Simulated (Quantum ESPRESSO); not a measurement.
## ZrC in Quantum ESPRESSO: the effect of functional

ZrC:

```
CELL_PARAMETERS angstrom
0.00000 2.36500 2.36500
2.36500 0.00000 2.36500
2.36500 2.36500 0.00000
ATOMIC_POSITIONS crystal
Zr 0.50000 0.50000 0.50000
C 0.00000 0.00000 0.00000
```

Alike in all runs:

```yaml
Program: Quantum ESPRESSO 7.5
Task: phonon dispersion
Cutoff: 1116 eV
Density_cutoff: 4463 eV
k_mesh: 8 × 8 × 8
Occupations: cold, width 0.2 eV
Spin: no spin polarisation
```

Each run relaxes the cell or the atoms first.

Q: One run gave: relaxed volume 13.06 Å³/atom; highest phonon frequency 655 cm⁻¹. Which functional did it use?
A. LDA
B. PBE
C. PBEsol

A: B.

```csv
functional,potentials or basis,relaxed volume (Å³/atom),highest phonon frequency (cm⁻¹)
LDA,PseudoDojo 0.4.1 SR LDA standard,12.51,677
PBE,PseudoDojo 0.4.1 SR PBE standard,13.06,655
PBEsol,PseudoDojo 0.4.1 SR PBEsol standard,12.73,667
```

Caveats: the mesh is thin for the phonons of a metal.
